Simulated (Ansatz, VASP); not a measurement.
**HfB2: VASP beside Ansatz**

```
Hf B
1.0
     3.18132    0.00000    0.00000
    -1.59066    2.75510    0.00000
     0.00000    0.00000    3.52579
Hf B
1 2
Direct
  0.00000 0.00000 0.00000
  0.66667 0.33333 0.50000
  0.33333 0.66667 0.50000
```

Change from the starting cell: volume scaled by 1.04.

Alike in both runs: task single point; functional PBE; k mesh 10 × 10 × 8; occupations fermi-dirac, width 0.05 eV; no spin polarisation.

|  | VASP | Ansatz |
| --- | --- | --- |
| version | VASP 6.6.1 | Ansatz 0.2.0 |
| potentials or method | VASP PAW PBE potentials, release 64 (Hf_pv, B) | Ansatz PAW |
| plane-wave cutoff (eV) | 520 | 420 |
| valence electrons in the cell | 16 | 32 |

VASP gave:

```
gap on the k mesh at the Fermi level (eV)       : none
pressure (GPa)                                  : -8.4
largest component of the traceless stress (GPa) : 1.22
```

Task: Which values does Ansatz return?

Result: gap on the k mesh at the Fermi level (eV): none; pressure (GPa): -7.9; largest component of the traceless stress (GPa): 1.11.

A gap of «none» marks a metal or a gap that the smearing closes. The two sets of potentials don't hold the same shells in valence.

The runs have no spin-orbit coupling, so splittings on Hf are missing.
